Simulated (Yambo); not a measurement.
Moving the functional in AlN

The structure is cubic, space group F-43m (No. 216). Conventional cell: a = 4.368 Å, b = 4.368 Å, c = 4.368 Å, α = 90.00°, β = 90.00°, γ = 90.00°. Around Al (site symmetry -43m) lie 4 N at 1.89 Å. N (site symmetry -43m) has 4 Al at 1.89 Å as nearest neighbours.

Measurements of this composition are mostly on another form, of space group No. 186.

Kept alike: task optical spectrum; k mesh 6 × 6 × 6; occupations fixed; no spin polarisation. Program: Yambo, potentials by row: PseudoDojo 0.4.1 SR LDA standard (LDA); PseudoDojo 0.4.1 SR PBE standard (PBE); PseudoDojo 0.4.1 SR PBEsol standard (PBEsol), cutoff 1143 eV. The mesh is that of the run's cell of 2 atoms. No spin-orbit coupling.

| run | band gap (eV) |
| --- | --- |
| A | 3.259 |
| B | 3.188 |
| C | 3.325 |

A gap read on the mesh alone can miss an edge between its points.

Task: The runs differ in the functional (and the potentials named above) alone: LDA; PBE; PBEsol. Which run is which?

Result: Run A is LDA; run B is PBEsol; run C is PBE. The band gap runs from 3.188 (PBEsol) to 3.325 eV (PBE). From PBE: LDA -0.066; PBEsol -0.137.

All three functionals give zincblende AlN a wide gap, and the choice among them matters little: PBE is highest at 3.325 eV and PBEsol lowest at 3.188 eV. The wide gap reflects the strongly polar Al–N bond, with a valence band top of mainly N 2p character and conduction states with substantial Al weight. The order does not follow the strength of the gradient correction, since PBEsol, whose exchange enhancement is weaker than PBE's, falls below LDA instead of between the two. With the structure held fixed, relaxation of the lattice cannot be the cause; the shifts probably reflect small differences in how each exchange-correlation potential, with its matching pseudopotential, places the N- and Al-derived states.

All three values lie well below the accepted gap of cubic AlN, as expected of Kohn–Sham gaps from semilocal functionals, which lack the derivative discontinuity. PBE's larger value is therefore no evidence of a better description. Because the fundamental gap of this polymorph is known to be indirect, these values should not be read as the onset of strong optical absorption.
